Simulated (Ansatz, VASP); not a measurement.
# Two plane-wave programs on AlP

Contents of INCAR:

```
ALGO = Normal
EDIFF = 1E-6
ENCUT = 520
GGA = PE
ISIF = 2
ISMEAR = 0
IVDW = 12
LASPH = T
LCHARG = F
LREAL = F
LWAVE = F
NBANDS = 11
NELM = 100
PREC = Accurate
SIGMA = 0.1
```

Contents of KPOINTS:

```
k-points
0
Gamma
  6 6 6
```

The input POSCAR:

```
AlP
1.0
    0.0000000000      2.7364838100      2.7364838100
    2.7364838100      0.0000000000      2.7364838100
    2.7364838100      2.7364838100      0.0000000000
Al P
1 1
Direct
    0.0000000000      0.0000000000      0.0000000000
    0.7500000000      0.7500000000      0.7500000000
```

Input for Ansatz:

```yaml
crystal:
  lattice:
    - [0.0, 2.73648381, 2.73648381]
    - [2.73648381, 0.0, 2.73648381]
    - [2.73648381, 2.73648381, 0.0]
  atoms:
    - { symbol: Al, position: [0.0, 0.0, 0.0] }
    - { symbol: P, position: [0.75, 0.75, 0.75] }
basis:
  ecutwfc: 420
kpoints:
  mp_grid: { grid: [6, 6, 6] }
hamiltonian:
  xc: pbe
  dispersion: d3bj
scf:
  occupations: { method: gaussian, width: 0.1 }
  lower_state_search: "off"
output:
  forces: true
  stress: true
  eigenvalues: true
```

Alike in both runs: task single point; functional PBE; dispersion D3(BJ); k mesh 6 × 6 × 6; occupations gaussian, width 0.1 eV; no spin polarisation.

```csv
,VASP,Ansatz
version,VASP 6.6.1,Ansatz 0.2.0
potentials or method,"VASP PAW PBE potentials, release 64 (Al, P)","scalar-relativistic, plane waves, PAW"
plane-wave cutoff (eV),520,420
valence electrons in the cell,8,8
```

|  | VASP | Ansatz | Ansatz less VASP |
| --- | --- | --- | --- |
| gap on the k mesh at the Fermi level (eV) | 1.59 | 1.59 | +0.002 |
| least direct gap on the mesh (eV) | 3.24 | 3.25 | +0.002 |
| pressure (GPa) | -1.0 | -0.9 | +0.09 |

A k mesh can miss the band edges. As with any semilocal functional, this PBE gap is likely too small.
